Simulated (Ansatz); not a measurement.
**CuCl: a single-point run**

The task is a single-point run on CuCl. The structure is shown as the input types it.

Computed with Ansatz 0.2.0 (density functional or hybrid calculation with the settings of its input, plane waves, unless a step's input says otherwise).

## (1) The structure to begin with

Symmetry: F-43m, No. 216, cubic system. Conventional cell: a = 5.357 Å, b = 5.357 Å, c = 5.357 Å, α = 90.00°, β = 90.00°, γ = 90.00°. Cu (site symmetry -43m) has 4 Cl at 2.32 Å as nearest neighbours. Around Cl (site symmetry -43m) lie 4 Cu at 2.32 Å.

Coordinates:

```cif
data_structure
_symmetry_space_group_name_H-M 'P 1'
_symmetry_Int_Tables_number 1
_cell_length_a 3.7882
_cell_length_b 3.7882
_cell_length_c 3.7882
_cell_angle_alpha 60.004
_cell_angle_beta 60.004
_cell_angle_gamma 60.004
_cell_volume 38.44
loop_
_atom_site_label
_atom_site_type_symbol
_atom_site_fract_x
_atom_site_fract_y
_atom_site_fract_z
_atom_site_occupancy
Cu1 Cu 0.99149 0.99149 0.99149 1
Cl1 Cl 0.24151 0.24151 0.24151 1
```

## (2) The calculation

input.yaml reads:

```yaml
crystal:
  lattice:
    - [1.8942213143, 1.0936291857, 3.0929553592]
    - [-1.8942213143, 1.0936291857, 3.0929553592]
    - [0.0, -2.1872583714, 3.0929553592]
  atoms:
    - { symbol: Cu, position: [0.9914881375, 0.9914881375, 0.9914881375] }
    - { symbol: Cl, position: [0.2415118625, 0.2415118625, 0.2415118625] }
kpoints:
  mp_grid: { grid: [6, 6, 6] }
hamiltonian:
  xc: pbe
  pseudopotentials: { kind: uspp }
scf:
  occupations: { method: fixed }
  n_extra_bands: 4
output:
  forces: true
  stress: true
  eigenvalues: true
```

On the command line:

```bash
ansatz run input.yaml --threads 4 --pin off --max-ram 4608MiB --backend cpu --events-out ev --progress --plain --runs-dir out
```

Q: Will this input give a usable result? If not, why, and what should change?

The run ended at the input check. The line that matters: «line 13 column 29: unknown variant `uspp`, expected one of nc, nc_fr, paw, paw_fr, all_electron»

Look at the input: scf.max_iter is missing. The key wants another kind of value (number, word, list or true/false) than the one typed.

Remedy: set scf.max_iter to 92.
